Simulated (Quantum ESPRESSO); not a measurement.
The N K edge of atom 1 in BN (Qingsongite, F-43m), with 4 B at 1.57 Å (tetrahedral, site symmetry -43m), was computed in 2 ways: full core hole (charged cell) and no core hole. Program and functional: Quantum ESPRESSO XSpectra, LDA, Lorentzian half width 0.3 eV up to 4 eV, rising linearly to 2.5 eV at 25 eV; cells of 2 and 16 atoms (the run without a hole in the smaller).

Each run is counted from its own lowest empty level or Fermi level and scaled to a mean of 1 over its first 20 eV. (XSpectra's own axis starts at xe0, in the gap; it has been shifted.)

```
E (eV)  run 1  run 2
 -2.00   0.03   0.02
 -1.25   0.04   0.02
 -0.50   0.05   0.03
  0.25   0.08   0.04
  1.00   0.16   0.08
  1.75   0.31   0.14
  2.50   0.68   0.26
  3.25   1.25   0.39
  4.00   1.86   0.62
  4.75   2.21   0.89
  5.50   2.20   0.94
  6.25   2.04   1.08
  7.00   1.99   1.27
  7.75   1.75   1.51
  8.50   1.55   1.72
  9.25   1.46   1.89
 10.00   1.39   2.03
 10.75   1.13   1.89
 11.50   0.88   1.62
 12.25   0.75   1.40
 13.00   0.72   1.27
 13.75   0.73   1.26
 14.50   0.72   1.28
 15.25   0.64   1.20
 16.00   0.53   0.99
 16.75   0.43   0.79
 17.50   0.36   0.64
 18.25   0.33   0.55
 19.00   0.31   0.51
 19.75   0.32   0.50
 20.50   0.34   0.52
 21.25   0.36   0.54
 22.00   0.36   0.54
 22.75   0.35   0.52
 23.50   0.33   0.48
 24.25   0.31   0.44
 25.00   0.29   0.40
 25.75   0.27   0.36
 26.50   0.26   0.33
 27.25   0.25   0.31
 28.00   0.24   0.30
 28.75   0.25   0.29
 29.50   0.25   0.29
 30.25   0.26   0.29
 31.00   0.27   0.30
 31.75   0.28   0.31
```

Q: Which run is which?

Run 1: full core hole (charged cell) (area from −2 to 6 eV 6.9, main maxima 5.1 eV (2.29) and 21.8 eV (0.36)). Run 2: no core hole (area from −2 to 6 eV 2.7, main maxima 10.1 eV (2.03), 14.5 eV (1.28) and 21.7 eV (0.54)). With each curve scaled to its own mean, the area from −2 to 6 eV with the hole is 6.9 against 2.7, and the centre of weight from −1 to 20 eV moves by -2.3 eV: the hole pulls the absorber's empty states down.

[Banner, clock and machine lines of the logs are left out without a mark of their own.]

[Logs are printed without paths, hosts, clocks, repeated set-up lines and the standing remarks that a program may print on its own settings, such as how far it seeks lower states.]

[Hosts, paths, dates, database ids (printed as entryN), source tags and the programs' standing remarks are cut or masked in the printed files.]

[Lists of maxima count a maximum above −3 eV only where it reaches 4 % of the highest in the window and stands out from its surroundings by 2 % of it (1.5 % where it reaches 55 %); shoulders and weaker maxima are passed over, and of the rest the first, up to two pre-edge ones and the few strongest are named.]
